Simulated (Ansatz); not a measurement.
# NbN (rocksalt type): the cost of one run

Method: DFT, PBE, PAW with Ansatz's default frozen-core files, scalar-relativistic, in Ansatz 0.2.0.

## (1) The starting structure

The structure is cubic, space group Fm-3m (No. 225). The conventional cell has a = 4.309 Å, b = 4.309 Å, c = 4.309 Å, α = 90.00°, β = 90.00°, γ = 90.00°. Around Nb (site symmetry m-3m) lie 6 N at 2.15 Å. N (site symmetry m-3m) is surrounded by 6 Nb at 2.15 Å.

Structure file:

```
Nb N
1.0
     0.00000    2.15443    2.15443
     2.15443    0.00000    2.15443
     2.15443    2.15443    0.00000
Nb N
1 1
Direct
  0.00000 0.00000 0.00000
  0.50000 0.50000 0.50000
```

Atoms are numbered in the order of the input: Nb1, N2.

## (2) Cell relaxed at zero pressure, PAW

File input.yaml:

```yaml
crystal:
  lattice:
    - [0.0, 2.15443469, 2.15443469]
    - [2.15443469, 0.0, 2.15443469]
    - [2.15443469, 2.15443469, 0.0]
  atoms:
    - { symbol: Nb, position: [0.0, 0.0, 0.0] }
    - { symbol: "N", position: [0.5, 0.5, 0.5] }
kpoints:
  mp_grid: { grid: [16, 16, 16] }
scf:
  occupations: { method: fermi_dirac, width: 0.08 }
hamiltonian:
  xc: pbe
  pseudopotentials: { kind: paw }
output:
  forces: true
  stress: true
  write_density: true
  write_potential: true
  elf: true
  volumetric_format: npy
relax:
  f_tol: 0.005
  max_steps: 40
  cell: {}
```

Command:

```
$ ansatz run input.yaml --threads 1 --pin off --max-ram 3584MiB --backend cpu --events-out ev --progress --plain --runs-dir out
```

**Question.** How long does this run take on 1 thread of Arm Neoverse V1, shared host, and how much memory does it need?

About 23 s, with a peak of 0.38 GiB.
